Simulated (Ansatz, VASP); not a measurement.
**Two plane-wave programs on Si2Mo**

File INCAR:

```
  ALGO = Fast
  EDIFF = 1E-7
  ENCUT = 520
  GGA = PE
  ISIF = 2
  ISMEAR = 0
  LASPH = True
  LCHARG = True
  LELF = True
  LREAL = False
  LVHAR = True
  LWAVE = False
  NBANDS = 18
  NELM = 100
  PREC = Accurate
  SIGMA = 0.1
```

Contents of KPOINTS:

```
k-points
0
Gamma
  8 8 8
```

POSCAR

```
Si2Mo
1.0
   -1.6021320000      1.6021320000      3.9080960000
    1.6021320000     -1.6021320000      3.9080960000
    1.6021320000      1.6021320000     -3.9080960000
Si Mo
2 1
Direct
    0.6645710000      0.6645710000      0.0000000000
    0.3354290000      0.3354290000      0.0000000000
    0.0000000000      0.0000000000      0.0000000000
```

Input for Ansatz:

```yaml
crystal:
  lattice:
    - [-1.602132, 1.602132, 3.908096]
    - [1.602132, -1.602132, 3.908096]
    - [1.602132, 1.602132, -3.908096]
  atoms:
    - { symbol: Si, position: [0.664571, 0.664571, 0.0] }
    - { symbol: Si, position: [0.335429, 0.335429, 0.0] }
    - { symbol: Mo, position: [0.0, 0.0, 0.0] }
basis:
  ecutwfc: 420
kpoints:
  mp_grid: { grid: [8, 8, 8] }
hamiltonian:
  xc: pbe
scf:
  occupations: { method: gaussian, width: 0.1 }
output:
  forces: true
  stress: true
  eigenvalues: true
```

The cell is a database's computed one.

Alike in both runs: task single point; functional PBE; k mesh 8 × 8 × 8; occupations gaussian, width 0.1 eV; no spin polarisation.

|  | VASP | Ansatz |
| --- | --- | --- |
| version | VASP 6.6.1 | Ansatz 0.2.0 |
| potentials or method | VASP PAW PBE potentials, release 64 (Si, Mo_sv) | scalar-relativistic, plane waves, PAW |
| plane-wave cutoff (eV) | 520 | 420 |
| valence electrons in the cell | 22 | 22 |

Ansatz gave:

| Property | Result |
| --- | --- |
| gap on the k mesh at the Fermi level (eV) | none |
| pressure (GPa) | 3.3 |
| largest component of the traceless stress (GPa) | 1.07 |
| rms of the force components (eV/Å) | 0.034 |

Task: What did VASP give for the same quantities?

Result: gap on the k mesh at the Fermi level (eV): none; pressure (GPa): 3.5; largest component of the traceless stress (GPa): 1.04; rms of the force components (eV/Å): 0.036.

Atom by atom the forces differ by 0.002 eV/Å (rms over components). A gap of «none» marks a metal or a gap that the smearing closes.
